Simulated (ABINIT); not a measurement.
Write the native input for ABINIT 10.8.3 (patched build) that does the following.

* Task: band structure
* Functional: SCAN
* Potentials or basis: JTH PAW PBE v2.0
* Cutoff: 653 eV
* k mesh: 13 × 13 × 13
* Occupations: fermi-dirac, width 0.05 eV
* Spin: no spin polarisation
* Fine-grid cutoff: 1251.72 eV

C:

```
C
1.0
     0.00000    1.78337    1.78337
     1.78337    0.00000    1.78337
     1.78337    1.78337    0.00000
C
2
Direct
  0.75000 0.75000 0.75000
  0.50000 0.50000 0.50000
```

This isn't the form of C at room conditions, which is graphite.

One way to write it, as run:

run.abi

```
# Datasets: ground state, then fixed potential
ndtset 2

# Pseudopotentials
pp_dirpath "./"
pseudos "C.GGA_PBE-JTH.xml"

# Structure
acell 4.7660140852 4.7660140852 4.7660140852
rprim
     0.0000000000     0.7071067812     0.7071067812
     0.7071067812     0.0000000000     0.7071067812
     0.7071067812     0.7071067812     0.0000000000
ntypat 1
znucl 6
natom 2
typat 1 1
xcart
     2.6750550000     2.6750550000     2.6750550000
     1.7833700000     1.7833700000     1.7833700000 Angstrom

# Plane-wave basis
ecut 24.0
pawecutdg 46.0

# Exchange and correlation
ixc -263267
usekden 1
pawxcdev 0

# Bands and occupations
occopt 3
tsmear 0.00183747

# SCF cycle
nstep 100

# Output
iomode 3
prtwf 0
prteig 0
prtebands 0
enunit 2
prtden1 1
prtkden1 1
prtvha1 1
prtvclmb1 1
prtpot1 1

# Dataset 1
kptopt1 1
ngkpt1 13 13 13
nshiftk1 1
shiftk1 0.0 0.0 0.0
nband1 8
tolvrs1 1.0e-8

# Dataset 2: bands along G-X-W-K-G-L-U-W-L-K
iscf2 -2
getden2 1
getkden2 1
nband2 12
nbdbuf2 2
tolwfr2 1.0e-12
kptopt2 -9
ndivsm2 8
prteig2 1
kptbounds2
     0.0000000000     0.0000000000     0.0000000000
     0.5000000000     0.0000000000     0.5000000000
     0.5000000000     0.2500000000     0.7500000000
     0.3750000000     0.3750000000     0.7500000000
     0.0000000000     0.0000000000     0.0000000000
     0.5000000000     0.5000000000     0.5000000000
     0.6250000000     0.2500000000     0.6250000000
     0.5000000000     0.2500000000     0.7500000000
     0.5000000000     0.5000000000     0.5000000000
     0.3750000000     0.3750000000     0.7500000000
```

Potentials or basis: JTH PAW PBE v2.0.

Run with:

```bash
$ abinit run.abi > log 2>&1
```

Results of the run:

| Property | Result |
| --- | --- |
| Pressure | 1.1 GPa |
| Band gap on the k mesh | 4.47 eV, indirect (least direct gap 6.07 eV) |
| Band gap along the path | 4.46 eV, indirect (least direct gap 6.07 eV) |

Caveat: the PAW data sets were made with another functional, which shifts forces and pressure a little; the atomic spheres overlap.

Wall time 55 s on 1 thread of Arm Neoverse V2, on a shared host, peak memory 0.11 GiB.
